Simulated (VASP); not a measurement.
Input of a VASP 6.6.1 run:

POSCAR

```
InP                                     
1.0
    0.0000000000      2.9394456023      2.9394456023
    2.9394456023      0.0000000000      2.9394456023
    2.9394456023      2.9394456023      0.0000000000
  In              P             
     1     1
Direct
     0.0000000000000000    0.0000000000000000    0.0000000000000000
     0.2500000000000000    0.2500000000000000    0.2500000000000000
```

INCAR.step1

```
SYSTEM = InP
  PREC = Accurate
  ENCUT = 520
  EDIFF = 1E-5
  ISMEAR = 0
  SIGMA = 0.03
  LREAL = .FALSE.
  LASPH = .TRUE.
  NELM = 80
  ALGO = Normal
  ISIF = 2
  LWAVE = .TRUE.
  LCHARG = .FALSE.
  NBANDS = 16
  GGA = PE
```

File INCAR.step2:

```
SYSTEM = InP
  PREC = Accurate
  ENCUT = 520
  EDIFF = 1E-6
  ISMEAR = 0
  SIGMA = 0.03
  LREAL = .FALSE.
  LASPH = .TRUE.
  NELM = 80
  ALGO = Normal
  ISIF = 2
  LWAVE = .FALSE.
  LCHARG = .FALSE.
  METAGGA = MBJ
  NBANDS = 16
  ISTART = 1
```

Contents of KPOINTS:

```
regular mesh
0
G
  10 10 10
  0 0 0
```

File KPOINTS_OPT:

```
explicit points
109
Reciprocal
 0.0000000000  0.0000000000  0.0000000000 1
 0.0555555556  0.0000000000  0.0555555556 1
 0.1111111111  0.0000000000  0.1111111111 1
 0.1666666667  0.0000000000  0.1666666667 1
 0.2222222222  0.0000000000  0.2222222222 1
 0.2777777778  0.0000000000  0.2777777778 1
 0.3333333333  0.0000000000  0.3333333333 1
 0.3888888889  0.0000000000  0.3888888889 1
 0.4444444444  0.0000000000  0.4444444444 1
 0.5000000000  0.0000000000  0.5000000000 1
 0.5000000000  0.0000000000  0.5000000000 1
 0.5000000000  0.0277777778  0.5277777778 1
 0.5000000000  0.0555555556  0.5555555556 1
 0.5000000000  0.0833333333  0.5833333333 1
 0.5000000000  0.1111111111  0.6111111111 1
 0.5000000000  0.1388888889  0.6388888889 1
 0.5000000000  0.1666666667  0.6666666667 1
 0.5000000000  0.1944444444  0.6944444444 1
 0.5000000000  0.2222222222  0.7222222222 1
 0.5000000000  0.2500000000  0.7500000000 1
 0.5000000000  0.2500000000  0.7500000000 1
 0.4861111111  0.2638888889  0.7500000000 1
 0.4722222222  0.2777777778  0.7500000000 1
 0.4583333333  0.2916666667  0.7500000000 1
 0.4444444444  0.3055555556  0.7500000000 1
 0.4305555556  0.3194444444  0.7500000000 1
 0.4166666667  0.3333333333  0.7500000000 1
 0.4027777778  0.3472222222  0.7500000000 1
 0.3888888889  0.3611111111  0.7500000000 1
 0.3750000000  0.3750000000  0.7500000000 1
 0.3750000000  0.3750000000  0.7500000000 1
 0.3333333333  0.3333333333  0.6666666667 1
 0.2916666667  0.2916666667  0.5833333333 1
 0.2500000000  0.2500000000  0.5000000000 1
 0.2083333333  0.2083333333  0.4166666667 1
 0.1666666667  0.1666666667  0.3333333333 1
 0.1250000000  0.1250000000  0.2500000000 1
 0.0833333333  0.0833333333  0.1666666667 1
 0.0416666667  0.0416666667  0.0833333333 1
 0.0000000000  0.0000000000  0.0000000000 1
 0.0000000000  0.0000000000  0.0000000000 1
 0.0555555556  0.0555555556  0.0555555556 1
 0.1111111111  0.1111111111  0.1111111111 1
 0.1666666667  0.1666666667  0.1666666667 1
 0.2222222222  0.2222222222  0.2222222222 1
 0.2777777778  0.2777777778  0.2777777778 1
 0.3333333333  0.3333333333  0.3333333333 1
 0.3888888889  0.3888888889  0.3888888889 1
 0.4444444444  0.4444444444  0.4444444444 1
 0.5000000000  0.5000000000  0.5000000000 1
 0.5000000000  0.5000000000  0.5000000000 1
 0.5138888889  0.4722222222  0.5138888889 1
 0.5277777778  0.4444444444  0.5277777778 1
 0.5416666667  0.4166666667  0.5416666667 1
 0.5555555556  0.3888888889  0.5555555556 1
 0.5694444444  0.3611111111  0.5694444444 1
 0.5833333333  0.3333333333  0.5833333333 1
 0.5972222222  0.3055555556  0.5972222222 1
 0.6111111111  0.2777777778  0.6111111111 1
 0.6250000000  0.2500000000  0.6250000000 1
 0.6250000000  0.2500000000  0.6250000000 1
 0.6111111111  0.2500000000  0.6388888889 1
 0.5972222222  0.2500000000  0.6527777778 1
 0.5833333333  0.2500000000  0.6666666667 1
 0.5694444444  0.2500000000  0.6805555556 1
 0.5555555556  0.2500000000  0.6944444444 1
 0.5416666667  0.2500000000  0.7083333333 1
 0.5277777778  0.2500000000  0.7222222222 1
 0.5138888889  0.2500000000  0.7361111111 1
 0.5000000000  0.2500000000  0.7500000000 1
 0.5000000000  0.2500000000  0.7500000000 1
 0.5000000000  0.2777777778  0.7222222222 1
 0.5000000000  0.3055555556  0.6944444444 1
 0.5000000000  0.3333333333  0.6666666667 1
 0.5000000000  0.3611111111  0.6388888889 1
 0.5000000000  0.3888888889  0.6111111111 1
 0.5000000000  0.4166666667  0.5833333333 1
 0.5000000000  0.4444444444  0.5555555556 1
 0.5000000000  0.4722222222  0.5277777778 1
 0.5000000000  0.5000000000  0.5000000000 1
 0.5000000000  0.5000000000  0.5000000000 1
 0.4861111111  0.4861111111  0.5277777778 1
 0.4722222222  0.4722222222  0.5555555556 1
 0.4583333333  0.4583333333  0.5833333333 1
 0.4444444444  0.4444444444  0.6111111111 1
 0.4305555556  0.4305555556  0.6388888889 1
 0.4166666667  0.4166666667  0.6666666667 1
 0.4027777778  0.4027777778  0.6944444444 1
 0.3888888889  0.3888888889  0.7222222222 1
 0.3750000000  0.3750000000  0.7500000000 1
 0.6250000000  0.2500000000  0.6250000000 1
 0.6111111111  0.2222222222  0.6111111111 1
 0.5972222222  0.1944444444  0.5972222222 1
 0.5833333333  0.1666666667  0.5833333333 1
 0.5694444444  0.1388888889  0.5694444444 1
 0.5555555556  0.1111111111  0.5555555556 1
 0.5416666667  0.0833333333  0.5416666667 1
 0.5277777778  0.0555555556  0.5277777778 1
 0.5138888889  0.0277777778  0.5138888889 1
 0.5000000000  0.0000000000  0.5000000000 1
 0.0000000000  0.0000000000  0.0000000000 1
 0.3750000000  0.3750000000  0.7500000000 1
 0.5000000000  0.5000000000  0.5000000000 1
 0.6250000000  0.2500000000  0.6250000000 1
 0.5000000000  0.2500000000  0.7500000000 1
 0.5000000000  0.0000000000  0.5000000000 1
 0.4000000000  0.0000000000  0.4000000000 1
 0.4250000000  0.0000000000  0.4250000000 1
 0.4500000000  0.0000000000  0.4500000000 1
```

Potentials or basis: VASP PAW PBE potentials, release 64 (In_d, P).

Command:

```console
$ cat potpaw_PBE.64/In_d/POTCAR potpaw_PBE.64/P/POTCAR > POTCAR
$ cp INCAR.step1 INCAR
$ mpirun -np 1 vasp_std > vasp.out
$ cp INCAR.step2 INCAR
$ mpirun -np 1 vasp_std > vasp.out
```

Problem. Estimate the band gap on the k mesh.

Solution. 1.61 eV, direct.

Problem. Estimate the band gap along the path.

Solution. 1.61 eV, direct.

Levels at the corners of the path, in eV from the valence-band top:
```csv
point,band 6,band 7,band 8,band 9,band 10,band 11,band 12,band 13
Γ,-11.24,0.00,0.00,0.00,1.61,4.74,4.74,4.74
X,-9.01,-5.33,-2.14,-2.13,2.51,2.97,9.88,10.41
X,-9.01,-5.33,-2.14,-2.13,2.51,2.97,9.88,10.41
W,-8.94,-5.18,-2.69,-2.62,4.85,4.97,6.25,6.85
W,-8.94,-5.18,-2.69,-2.62,4.85,4.97,6.25,6.85
K,-9.02,-5.19,-3.00,-1.78,3.08,4.99,8.08,8.15
K,-9.02,-5.19,-3.00,-1.78,3.08,4.99,8.08,8.15
Γ,-11.24,0.00,0.00,0.00,1.61,4.74,4.74,4.74
Γ,-11.24,0.00,0.00,0.00,1.61,4.74,4.74,4.74
L,-9.62,-5.30,-0.89,-0.89,2.29,5.41,5.41,7.91
L,-9.62,-5.30,-0.89,-0.89,2.29,5.41,5.41,7.91
U,-9.02,-5.19,-3.00,-1.78,3.08,4.99,8.08,8.15
U,-9.02,-5.19,-3.00,-1.78,3.08,4.99,8.08,8.15
W,-8.94,-5.18,-2.69,-2.62,4.85,4.97,6.25,6.85
W,-8.94,-5.18,-2.69,-2.62,4.85,4.97,6.25,6.85
L,-9.62,-5.30,-0.89,-0.89,2.29,5.41,5.41,7.91
L,-9.62,-5.30,-0.89,-0.89,2.29,5.41,5.41,7.91
K,-9.02,-5.19,-3.00,-1.78,3.08,4.99,8.08,8.15
U,-9.02,-5.19,-3.00,-1.78,3.08,4.99,8.08,8.15
X,-9.01,-5.33,-2.14,-2.13,2.51,2.97,9.88,10.41
```

Caveat: spin-orbit coupling is left out, which moves the levels of the heavy elements.

**What was measured.**

From a printed reference work, data compilation, for a bulk crystal of InP at 1.6 K: band gap 1.4236 eV (direct).

Against the measured gap of InP, 1.4236 eV (direct; 1.6 K; a printed reference work, data compilation), the calculated 1.61 eV is off by +0.19 eV. Spin-orbit coupling on In is left out. The value is that of TB-mBJ, without temperature or zero-point motion.
